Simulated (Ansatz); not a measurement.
# Tantalum, fcc under PBEsol: ground state and equation of state

The plan for tantalum in the fcc structure: relax it, solve it on a dense k-mesh, then scale the cell to 7 volumes from 88 to 112 % of the relaxed one and try a fit of the equation of state. Spin polarisation is left out. The k-meshes are 13×13×13 for the relaxation; 21×21×21 for the dense run; 21×21×21 for the volumes.

This is Ta in the fcc structure; at room conditions it is bcc.

Program: Ansatz 0.2.0. Level of theory: DFT PBEsol, plane waves (420 eV) with PAW, scalar-relativistic; PBE-made PAW files. These are calculated values, not measurements.

### 1 The structure to begin with

The structure is cubic, space group Fm-3m (No. 225). Conventional cell: a = 4.165 Å, b = 4.165 Å, c = 4.165 Å, α = 90.00°, β = 90.00°, γ = 90.00°. Ta (site symmetry m-3m) is surrounded by 12 Ta at 2.95 Å.

Structure file:

```cif
data_structure
_symmetry_space_group_name_H-M 'Fm-3m'
_symmetry_Int_Tables_number 225
_cell_length_a 4.1650
_cell_length_b 4.1650
_cell_length_c 4.1650
_cell_angle_alpha 90.000
_cell_angle_beta 90.000
_cell_angle_gamma 90.000
_cell_volume 72.25
loop_
_atom_site_label
_atom_site_type_symbol
_atom_site_symmetry_multiplicity
_atom_site_Wyckoff_symbol
_atom_site_fract_x
_atom_site_fract_y
_atom_site_fract_z
_atom_site_occupancy
Ta1 Ta 4 a 0.00000 0.00000 0.00000 1
```

### 2 Relaxation of the cell

File input.yaml:

```yaml
crystal:
  lattice:
    - [0.0, 2.0825235034, 2.0825235034]
    - [2.0825235034, 0.0, 2.0825235034]
    - [2.0825235034, 2.0825235034, 0.0]
  atoms:
    - { symbol: Ta, position: [0.0, 0.0, 0.0] }
hamiltonian:
  xc: pbesol
  pseudopotentials:
    kind: paw
    azcp:
      Ta: "pseudopotentials/Ta.paw.azcp"
basis:
  ecutwfc: 420
  fft_grid_basis: typed
kpoints:
  mp_grid: { grid: [13, 13, 13], shift: [0, 0, 0] }
magnetization:
  spin_polarized: false
scf:
  occupations: { method: fermi_dirac, width: 0.1 }
relax:
  max_steps: 60
  f_tol: 0.01
  cell: {}
```

Log:

```text
Warning: <dir> the record states the generating functional pbe (its physics header spells it `PBE`), which answers neither for hamiltonian.xc's functional nor for the pbesol family's — results may be inconsistent (PPs are generated against a specific XC)
Warning: RAYON_NUM_THREADS=2 ignored (pool sized by the plan → 2); use --threads N
Engine: ansatz 0.2.0, aarch64-unknown-linux-gnu
Pseudopotentials: kind: paw
Pseudopotential: Ta, paw, valence charge 13, recommended cutoff 420 eV (normal), <dir>
Functional definition: PBEsol
  exchange = pbesol_x
  correlation = pbesol_c
Crystal: 1 atoms, lattice volume = 18.063 Å³
Basis set: ecut = 420 eV, 339 PW (Γ), exchange–correlation on 40×40×40 points (8 copies of the dense FFT grid, shifted against one another)
Bands: 11, of which v1, the nominal top of the filled ones, is band 7 counted from 1 (6 counted from 0)
Symmetry: 48 space group operations
Space group: Fm-3m (ITA 225), of the structure as read, at distance tolerance 2.6e-5 Å
k-points: 84 of 2197
Non-local potential: Ta, projectors of the file, l = 0: 3, l = 1: 2, l = 2: 2, l = 3: 1
PAW form: soft (Blöchl's): semilocal exchange-correlation on the pseudo side does not see the compensation charge
PAW frozen core: Ta, regenerated for the run's functional, and the local potential with it (the file was generated under x = pbe(κ = 0.804, μ = 0.2195149727645171), c = pbe(β = 0.06672455060314922))
PAW one-centre angular grid: Ta, 590 points (default); XC on 64 Gauss nodes
Initial density: superposition of atomic densities (neutral atoms: chi_scale 0, normalization atom), corrected by the library's trained network
Initial wavefunctions: pseudopotential atomic-orbital guess
Functional: x = pbesol(κ = 0.804, μ = 0.12345679012345678), c = pbesol(β = 0.046)
SCF iter   1: F=—  HF=-9806.255489 eV  |F-HF|=—  |Δ(HF+E_count)|=         —  Δρ=2.46e-3  dr2=3.64e-4  ethr=1.77e-3  ⟨swp⟩=5.2  Hψ=5188  notcnv=0
preconditioner: auto → none  [metal: Δε(μ)=0.059 eV  Ē_g=8.144 eV  σ=0.100 eV  W_gap=0.15  n_scr=0 (ndim 8)  ℏωp=19.5 eV  f_vac=0.000  D(μ)=1.09/eV (n_scr^D=14)]
SCF iter   2: F=—  HF=-9806.255397 eV  |F-HF|=—  |Δ(HF+E_count)|=   9.17e-5  Δρ=1.27e-3  dr2=8.34e-5  ethr=2.80e-6  ⟨swp⟩=2.2  Hψ=2027  notcnv=0
SCF iter   3: F=—  HF=-9806.255451 eV  |F-HF|=—  |Δ(HF+E_count)|=   5.38e-5  Δρ=1.54e-4  dr2=1.40e-6  ethr=6.42e-7  ⟨swp⟩=1.7  Hψ=1062  notcnv=0
SCF iter   4: F=—  HF=-9806.255451 eV  |F-HF|=—  |Δ(HF+E_count)|=   1.22e-7  Δρ=5.28e-5  dr2=1.48e-7  ethr=1.07e-8  ⟨swp⟩=2.4  Hψ=1457  notcnv=0
iter 5 did not close the SCF: its close was put off for the readings that it lacked (scf_convergence_deferred on its scf_iter line)
SCF iter   5: F=-9806.255451 eV  HF=-9806.255451 eV  |F-HF|=3.93e-9  |Δ(HF+E_count)|=   3.32e-8  Δρ=7.88e-6  dr2=6.14e-9  ethr=1.14e-9  ⟨swp⟩=1.7  Hψ=1299  notcnv=0
SCF iter   6: F=-9806.255451 eV  HF=-9806.255451 eV  |F-HF|=6.91e-11  |Δ(HF+E_count)|=   1.88e-9  Δρ=1.48e-6  dr2=1.40e-10  ethr=4.72e-11  ⟨swp⟩=2.0  Hψ=2926  notcnv=0
SCF 1 converged in 6 iterations: F = -9806.255451 eV  dr2 = 1.40e-10
relax step   1: F+E_penalty+E_count = -9806.25545072 eV  Δ(F+E_penalty+E_count) = +0.000e0 eV  max|allowed force component| = 0.000e0 eV/Å  Δτ_max = 0.0000 Å  P = +1.681 GPa  Ω = 18.063 Å³  (6 SCF iters, dr2 threshold 1.00e-7 eV, accepted)
Crystal: 1 atoms, lattice volume = 18.652 Å³
Initial density: handed on by an earlier stage of this run
Initial wavefunctions: those handed on with the density
iter 1 solved again at ethr=1.61e-6 eV; its pass at ethr=3.10e-3 eV (dr2=2.10e-4 eV) is discarded
SCF iter   1: F=—  HF=-9806.249469 eV  |F-HF|=—  |Δ(HF+E_count)|=         —  Δρ=9.92e-4  dr2=1.28e-4  ethr=1.61e-6  ⟨swp⟩=2.5  Hψ=6689  notcnv=0
preconditioner: auto → none  [metal: Δε(μ)=0.064 eV  Ē_g=7.890 eV  σ=0.100 eV  W_gap=0.16  n_scr=0 (ndim 8)  ℏωp=19.2 eV  f_vac=0.000  D(μ)=1.11/eV (n_scr^D=14)]
SCF iter   2: F=—  HF=-9806.249486 eV  |F-HF|=—  |Δ(HF+E_count)|=   1.68e-5  Δρ=3.91e-4  dr2=1.15e-5  ethr=9.86e-7  ⟨swp⟩=2.7  Hψ=1305  notcnv=0
SCF iter   3: F=—  HF=-9806.249503 eV  |F-HF|=—  |Δ(HF+E_count)|=   1.70e-5  Δρ=8.57e-5  dr2=4.20e-7  ethr=8.83e-8  ⟨swp⟩=2.1  Hψ=1073  notcnv=0
SCF iter   4: F=-9806.249504 eV  HF=-9806.249504 eV  |F-HF|=1.13e-10  |Δ(HF+E_count)|=   1.20e-6  Δρ=3.05e-6  dr2=1.00e-9  ethr=7.69e-10  ⟨swp⟩=4.2  Hψ=2787  notcnv=0
SCF 2 converged in 4 iterations: F = -9806.249504 eV  dr2 = 1.00e-9
relax step   2: F+E_penalty+E_count = -9806.24950427 eV  Δ(F+E_penalty+E_count) = +5.946e-3 eV  max|allowed force component| = 0.000e0 eV/Å  Δτ_max = 0.0000 Å  P = -4.646 GPa  Ω = 18.652 Å³  energy of the carried Pulay correction = -2.070e-4 eV  (4 SCF iters, dr2 threshold 1.00e-7 eV, rejected (line search))
Crystal: 1 atoms, lattice volume = 18.216 Å³
iter 1 solved again at ethr=8.24e-7 eV; its pass at ethr=3.10e-3 eV (dr2=1.07e-4 eV) is discarded
SCF iter   1: F=—  HF=-9806.256147 eV  |F-HF|=—  |Δ(HF+E_count)|=         —  Δρ=7.28e-4  dr2=6.57e-5  ethr=8.24e-7  ⟨swp⟩=2.5  Hψ=6691  notcnv=0
preconditioner: auto → none  [metal: Δε(μ)=0.064 eV  Ē_g=8.071 eV  σ=0.100 eV  W_gap=0.16  n_scr=0 (ndim 8)  ℏωp=19.5 eV  f_vac=0.000  D(μ)=1.10/eV (n_scr^D=14)]
SCF iter   2: F=—  HF=-9806.256156 eV  |F-HF|=—  |Δ(HF+E_count)|=   8.59e-6  Δρ=2.89e-4  dr2=6.07e-6  ethr=5.06e-7  ⟨swp⟩=2.7  Hψ=1308  notcnv=0
SCF iter   3: F=—  HF=-9806.256165 eV  |F-HF|=—  |Δ(HF+E_count)|=   9.11e-6  Δρ=6.08e-5  dr2=2.03e-7  ethr=4.67e-8  ⟨swp⟩=2.2  Hψ=1083  notcnv=0
SCF iter   4: F=—  HF=-9806.256167 eV  |F-HF|=—  |Δ(HF+E_count)|=   1.95e-6  Δρ=2.12e-6  dr2=4.47e-10  ethr=1.56e-9  ⟨swp⟩=2.1  Hψ=1322  notcnv=0
SCF iter   5: F=-9806.256167 eV  HF=-9806.256167 eV  |F-HF|=3.64e-12  |Δ(HF+E_count)|=  8.91e-11  Δρ=2.00e-7  dr2=3.25e-12  ethr=1.00e-12  ⟨swp⟩=6.0  Hψ=3700  notcnv=0
SCF 3 converged in 5 iterations: F = -9806.256167 eV  dr2 = 3.25e-12
relax step   3: F+E_penalty+E_count = -9806.25616658 eV  Δ(F+E_penalty+E_count) = -7.159e-4 eV  max|allowed force component| = 0.000e0 eV/Å  Δτ_max = 0.0000 Å  P = -0.054 GPa  Ω = 18.216 Å³  energy of the carried Pulay correction = -5.436e-5 eV  (5 SCF iters, accepted)
Crystal: 1 atoms, lattice volume = 18.211 Å³
iter 1 solved again at ethr=1.36e-10 eV; its pass at ethr=3.10e-3 eV (dr2=1.77e-8 eV) is discarded
SCF iter   1: F=—  HF=-9806.256170 eV  |F-HF|=—  |Δ(HF+E_count)|=         —  Δρ=8.25e-6  dr2=8.66e-9  ethr=1.36e-10  ⟨swp⟩=2.7  Hψ=6360  notcnv=0
preconditioner: auto → none  [metal: Δε(μ)=0.065 eV  Ē_g=8.076 eV  σ=0.100 eV  W_gap=0.16  n_scr=0 (ndim 8)  ℏωp=19.5 eV  f_vac=0.000  D(μ)=1.10/eV (n_scr^D=14)]
SCF iter   2: F=-9806.256169 eV  HF=-9806.256169 eV  |F-HF|=1.26e-9  |Δ(HF+E_count)|=   7.29e-7  Δρ=3.24e-6  dr2=7.67e-10  ethr=5.60e-11  ⟨swp⟩=2.4  Hψ=3170  notcnv=0
SCF 4 converged in 2 iterations: F = -9806.256169 eV  dr2 = 7.67e-10
relax step   4: F+E_penalty+E_count = -9806.25616909 eV  Δ(F+E_penalty+E_count) = -2.512e-6 eV  max|allowed force component| = 0.000e0 eV/Å  Δτ_max = 0.0000 Å  P = -0.001 GPa  Ω = 18.211 Å³  energy of the carried Pulay correction = -5.266e-5 eV  (2 SCF iters, dr2 threshold 7.28e-9 eV, accepted)
Initial wavefunctions: pseudopotential atomic-orbital guess (no wavefunctions were taken with the density)
iter 1 solved again at ethr=7.19e-8 eV; its pass at ethr=3.10e-3 eV (dr2=9.34e-6 eV) is discarded
SCF iter   1: F=—  HF=-9806.256225 eV  |F-HF|=—  |Δ(HF+E_count)|=         —  Δρ=1.66e-5  dr2=6.08e-9  ethr=7.19e-8  ⟨swp⟩=3.1  Hψ=7569  notcnv=0
SCF iter   2: F=—  HF=-9806.256224 eV  |F-HF|=—  |Δ(HF+E_count)|=   6.47e-7  Δρ=8.22e-6  dr2=1.40e-9  ethr=4.68e-11  ⟨swp⟩=2.0  Hψ=1340  notcnv=0
SCF iter   3: F=—  HF=-9806.256224 eV  |F-HF|=—  |Δ(HF+E_count)|=   1.64e-9  Δρ=8.03e-7  dr2=6.84e-11  ethr=1.08e-11  ⟨swp⟩=2.8  Hψ=1461  notcnv=0
SCF iter   4: F=-9806.256224 eV  HF=-9806.256224 eV  |F-HF|=1.82e-12  |Δ(HF+E_count)|=  1.82e-11  Δρ=1.70e-7  dr2=2.41e-12  ethr=1.00e-12  ⟨swp⟩=5.9  Hψ=3488  notcnv=0
SCF 5 converged in 4 iterations: F = -9806.256224 eV  dr2 = 2.41e-12
relax step   5: F+E_penalty+E_count = -9806.25622437 eV  Δ(F+E_penalty+E_count) = -5.529e-5 eV  max|allowed force component| = 0.000e0 eV/Å  Δτ_max = 0.0000 Å  P = +0.004 GPa  Ω = 18.211 Å³  stress off target by 3.54e-3 GPa  SCF on the basis re-selected at this cell (its energy is not comparable with the rows above)  (4 SCF iters)
basis re-selected at this cell: Δ(F+E_penalty+E_count) = -5.529e-5 eV, ΔP = +0.004 GPa vs the last step (what re-selecting the basis moved, of the pressure what is left beyond the Pulay correction that the steps carried, after the strain that the cell walked since its last selection, with what the two solves' SCF thresholds leave and, on support functions, any second-order correction that the steps lacked; it is no measure of the basis error at this ecutwfc). This SCF's stress stands 3.54e-3 GPa from its target on what of the cell is left free (relax.cell.stress_tol is 5.00e-2 GPa) and its largest allowed force component is 0.00e0 eV/Å (relax.f_tol is 1.00e-2 eV/Å): within both
SCF converged after 4 iterations
Free energy (F): -9806.256224 eV
Harris-Foulkes:  -9806.256224 eV  (|F-HF|=1.82e-12)
Internal energy: -9806.218845 eV  (E = F + TS)
E sigma→0 (E₀):  -9806.237535 eV
Entropy (-TS):   -0.037379 eV (-37.379 meV/atom)
Fermi energy:    18.615555 eV
--- Per-component energies (eV) ---
  E_band       = -108.213743
  E_kinetic    = 365.821126
  E_local      = -556.211491  (includes V_loc(G=0)·N_el)
  E_nonlocal   = 17.192689
  E_hartree    = 191.731286
  E_xc         = -216.812287
  E_vxc        = -203.576920  (∫ρ·V_xc dr)
  E_paw        = -8272.376661  (= ΣΔE_a)
  E_vpaw       = -114.901862  (= ΣTr[D̂ρ^β])
  E_aug_tail   = 0.000174  (compensation charges beyond the density's cutoff)
  E_ewald      = -1335.777328
  E_core_change = 0.213646  (= ΣΔE_core)
  E_smearing   = -0.037379  (= −TS)
  E_closure    = -0.000000  (closes the sum)
  Σ components = -9806.256224   (vs F -9806.256224, Δ=0.00e0)
--- Forces (eV/Å), atoms counted from 1 ---
  atom   1  Ta     0.00000000    -0.00000000    -0.00000000
  max |Σ_I F_I| component: 1.03e-32 eV/Å
--- Stress (GPa, compression-positive) ---
        0.003536      -0.000000      -0.000000
       -0.000000       0.003536      -0.000000
       -0.000000      -0.000000       0.003536
  P = ⅓ Tr σ = 0.0035 GPa (0.035 kbar)
--- Relaxed structure (4 steps of the walk, 3 accepted, 1 SCFs on fresh bases) ---
  F+E_penalty+E_count = -9806.25622437 eV   max|allowed force component| = 0.000e0 eV/Å   (the final SCF, on the basis selected at the relaxed cell)
  cell:  # Å, volume = 18.2114 Å³
    - [2.388455640419808e-35, 2.088193408276912, 2.088193408276912]
    - [2.088193408276912, -4.2992201527556547e-35, 2.088193408276912]
    - [2.088193408276912, 2.088193408276912, -2.8661467685037693e-35]
  atoms:
    - { symbol: Ta, position: [0.0, 0.0, 0.0] }
```

Wall time 3.3 s (2 threads of an Arm CPU, shared host); peak memory 0.28 GiB.

The walk, from the log:

```csv
step,energy change (meV/atom),largest force (eV/Å),pressure (GPa),volume (Å³/atom),accepted
1,0.00,0.0000,1.68,18.063,yes
2,5.95,0.0000,-4.65,18.652,no
3,-0.72,0.0000,-0.05,18.216,yes
4,-0.72,0.0000,0.00,18.211,yes
5,-0.77,0.0000,0.00,18.211,yes
```

Steps that repeat a cell are solved on a basis chosen anew, so their changes of energy are no gain of the relaxation.

The cell of the run, before and after:

|  | before | after | change |
| --- | --- | --- | --- |
| a (Å) | 2.945 | 2.953 | +0.3 % |
| b (Å) | 2.945 | 2.953 | +0.3 % |
| c (Å) | 2.945 | 2.953 | +0.3 % |
| volume (Å³/atom) | 18.063 | 18.211 | +0.8 % |
| shortest distance (Å) | 2.945 | 2.953 | +0.3 % |
| space group (spins left aside) | Fm-3m | Fm-3m | same |

### 3 The energy on a finer k-mesh

File input.yaml:

```yaml
crystal:
  lattice:
    - [0.0, 2.0881934083, 2.0881934083]
    - [2.0881934083, 0.0, 2.0881934083]
    - [2.0881934083, 2.0881934083, 0.0]
  atoms:
    - { symbol: Ta, position: [0.0, 0.0, 0.0] }
hamiltonian:
  xc: pbesol
  pseudopotentials:
    kind: paw
    azcp:
      Ta: "pseudopotentials/Ta.paw.azcp"
basis:
  ecutwfc: 420
  fft_grid_basis: typed
kpoints:
  mp_grid: { grid: [21, 21, 21], shift: [0, 0, 0] }
magnetization:
  spin_polarized: false
scf:
  occupations: { method: fermi_dirac, width: 0.1 }
output:
  write_density: true
  write_potential: true
  elf: true
  volumetric_format: npy
```

Log:

```text
Warning: <dir> the record states the generating functional pbe (its physics header spells it `PBE`), which answers neither for hamiltonian.xc's functional nor for the pbesol family's — results may be inconsistent (PPs are generated against a specific XC)
Warning: RAYON_NUM_THREADS=2 ignored (pool sized by the plan → 2); use --threads N
[... 6 set-up lines as earlier in the session ...]
Crystal: 1 atoms, lattice volume = 18.211 Å³
Basis set: ecut = 420 eV, 339 PW (Γ)
Bands: 11, of which v1, the nominal top of the filled ones, is band 7 counted from 1 (6 counted from 0)
[... 2 set-up lines as earlier in the session ...]
k-points: 286 of 9261
[... 7 set-up lines as earlier in the session ...]
SCF iter   1: F=—  HF=-9806.253317 eV  |F-HF|=—  |Δ(HF+E_count)|=         —  Δρ=2.46e-3  dr2=3.64e-4  ethr=1.77e-3  ⟨swp⟩=5.2  Hψ=17627  notcnv=0
preconditioner: auto → none  [metal: Δε(μ)=0.026 eV  Ē_g=8.072 eV  σ=0.100 eV  W_gap=0.06  n_scr=0 (ndim 8)  ℏωp=19.5 eV  f_vac=0.000  D(μ)=1.19/eV (n_scr^D=14)]
SCF iter   2: F=—  HF=-9806.253254 eV  |F-HF|=—  |Δ(HF+E_count)|=   6.34e-5  Δρ=1.28e-3  dr2=8.50e-5  ethr=2.80e-6  ⟨swp⟩=2.3  Hψ=6983  notcnv=0
SCF iter   3: F=—  HF=-9806.253310 eV  |F-HF|=—  |Δ(HF+E_count)|=   5.64e-5  Δρ=1.57e-4  dr2=1.47e-6  ethr=6.54e-7  ⟨swp⟩=1.7  Hψ=3668  notcnv=0
SCF iter   4: F=—  HF=-9806.253310 eV  |F-HF|=—  |Δ(HF+E_count)|=   1.30e-7  Δρ=5.51e-5  dr2=1.63e-7  ethr=1.13e-8  ⟨swp⟩=2.3  Hψ=4978  notcnv=0
iter 5 did not close the SCF: its close was put off for the readings that it lacked (scf_convergence_deferred on its scf_iter line)
SCF iter   5: F=-9806.253310 eV  HF=-9806.253310 eV  |F-HF|=4.18e-9  |Δ(HF+E_count)|=   3.90e-8  Δρ=6.32e-6  dr2=6.52e-9  ethr=1.25e-9  ⟨swp⟩=2.0  Hψ=4970  notcnv=0
SCF iter   6: F=-9806.253310 eV  HF=-9806.253310 eV  |F-HF|=1.71e-10  |Δ(HF+E_count)|=   1.96e-9  Δρ=2.39e-6  dr2=3.49e-10  ethr=5.01e-11  ⟨swp⟩=1.0  Hψ=9059  notcnv=0
SCF 1 converged in 6 iterations: F = -9806.253310 eV  dr2 = 3.49e-10
SCF converged after 6 iterations
Free energy (F): -9806.253310 eV
Harris-Foulkes:  -9806.253310 eV  (|F-HF|=1.71e-10)
Internal energy: -9806.213762 eV  (E = F + TS)
E sigma→0 (E₀):  -9806.233536 eV
Entropy (-TS):   -0.039548 eV (-39.548 meV/atom)
Fermi energy:    18.627040 eV
--- Per-component energies (eV) ---
  E_band       = -108.208080
  E_kinetic    = 365.838319
  E_local      = -556.215194  (includes V_loc(G=0)·N_el)
  E_nonlocal   = 17.185746
  E_hartree    = 191.733459
  E_xc         = -216.814419
  E_vxc        = -203.579272  (∫ρ·V_xc dr)
  E_paw        = -8272.378164  (= ΣΔE_a)
  E_vpaw       = -114.904734  (= ΣTr[D̂ρ^β])
  E_aug_tail   = 0.000174  (compensation charges beyond the density's cutoff)
  E_ewald      = -1335.777328
  E_core_change = 0.213646  (= ΣΔE_core)
  E_smearing   = -0.039548  (= −TS)
  E_closure    = 0.000000  (closes the sum)
  Σ components = -9806.253310   (vs F -9806.253310, Δ=0.00e0)
--- Band table (eV; the first three rows and the last of 286) ---
  k-point 0: bands = ["-48.8432", "-14.8068", "-14.8068", "-14.8068", "10.3669", "19.0417", "19.0417", "19.0417", "22.1615", "22.1615", "30.8708"]
  k-point 1: bands = ["-48.8409", "-14.8339", "-14.8102", "-14.8102", "10.4616", "18.9579", "19.0878", "19.0878", "22.1142", "22.1142", "31.0694"]
  k-point 2: bands = ["-48.8343", "-14.9124", "-14.8200", "-14.8200", "10.7388", "18.7323", "19.2131", "19.2131", "21.9976", "21.9976", "31.6185"]
  k-point 285: bands = ["-48.7076", "-15.5783", "-15.5225", "-15.2257", "15.7438", "17.2323", "17.5870", "20.6965", "25.2610", "28.2840", "29.4642"]
```

Wall time 2.7 s (2 threads of an Arm CPU, shared host); peak memory 0.31 GiB.

The maps below are laid out on this run's own conventional cell (a, b, c = 4.176, 4.176, 4.176 Å).

Density in a lattice plane of the grid's cell (edges 4.18 and 4.18 Å, at 0.000 of the third edge), which holds Ta.

Values in e/Å³, 12 rows by 12 columns:
```
4.39 4.10 1.84 0.43 0.23 0.20 0.19 0.20 0.23 0.43 1.84 4.10
2.49 1.84 0.74 0.32 0.25 0.23 0.23 0.23 0.24 0.32 0.74 1.84
0.53 0.43 0.32 0.28 0.32 0.43 0.53 0.43 0.32 0.28 0.32 0.43
0.23 0.23 0.25 0.32 0.74 1.84 2.49 1.84 0.74 0.32 0.24 0.23
0.19 0.20 0.23 0.43 1.84 4.10 4.39 4.10 1.84 0.43 0.23 0.20
0.18 0.19 0.23 0.53 2.49 4.39 3.09 4.39 2.49 0.53 0.23 0.19
0.19 0.20 0.23 0.43 1.84 4.10 4.39 4.10 1.84 0.43 0.23 0.20
0.23 0.23 0.24 0.32 0.74 1.84 2.49 1.84 0.74 0.32 0.25 0.23
0.53 0.43 0.32 0.28 0.32 0.43 0.53 0.43 0.32 0.28 0.32 0.43
2.49 1.84 0.74 0.32 0.24 0.23 0.23 0.23 0.25 0.32 0.74 1.84
4.39 4.10 1.84 0.43 0.23 0.20 0.19 0.20 0.23 0.43 1.84 4.10
3.09 4.39 2.49 0.53 0.23 0.19 0.18 0.19 0.23 0.53 2.49 4.39
```
Columns run along the first of these edges and rows up along the second, over one cell in 12 and 12 even steps from the bottom left corner. Atoms in the plane (fractional): Ta at (0.00, 0.00), Ta at (0.50, 0.50).

ELF in the same plane.

Ten even steps from ' ' (0.00) to '@' (0.70):
```
::==%%@@%%++::::--++**######**++--::::++%%@@##==
##%%@@@@##==::--==++**********++==--::==##@@@@%%
@@@@@@##++--::--==++==========++==--::--++##@@@@
****++==------====----::::::----====------==++**
::::::::----==----::::::::::::::----==----::::::
::::----====------==++******++==------====----::
======++==--::--++##@@@@@@@@@@##++--::--==++====
******++==--::==##@@@@%%##%%@@@@##==::--==++****
####**++--::::++%%@@%%==::==##@@%%++::::--++**##
####**++--::::++@@@@**..  ..**@@@@++::::--++**##
####**++--::::++%%@@##==::==%%@@%%++::::--++**##
******++==--::==##@@@@%%##%%@@@@##==::--==++****
======++==--::--++##@@@@@@@@@@##++--::--==++====
::::----====------==++******++==------====----::
::::::::----==----::::::::::::::----==----::::::
****++==------====----::::::----====------==++**
@@@@@@##++--::--==++==========++==--::--++##@@@@
##%%@@@@##==::--==++**********++==--::==##@@@@%%
::==##@@%%++::::--++**######**++--::::++%%@@%%==
  ..**@@@@++::::--++**######**++--::::++@@@@**..
```
Columns run along the first of these edges and rows up along the second, over one cell in 24 and 20 even steps from the bottom left corner. Atoms in the plane (fractional): Ta at (0.00, 0.00), Ta at (0.50, 0.50).

Both are smooth fields of the valence electrons: close to the nuclei they are not physical.

Outside the cores ELF peaks at 0.66 between the atoms, 1.8 Å from Ta.

[end of part 1 of 2]
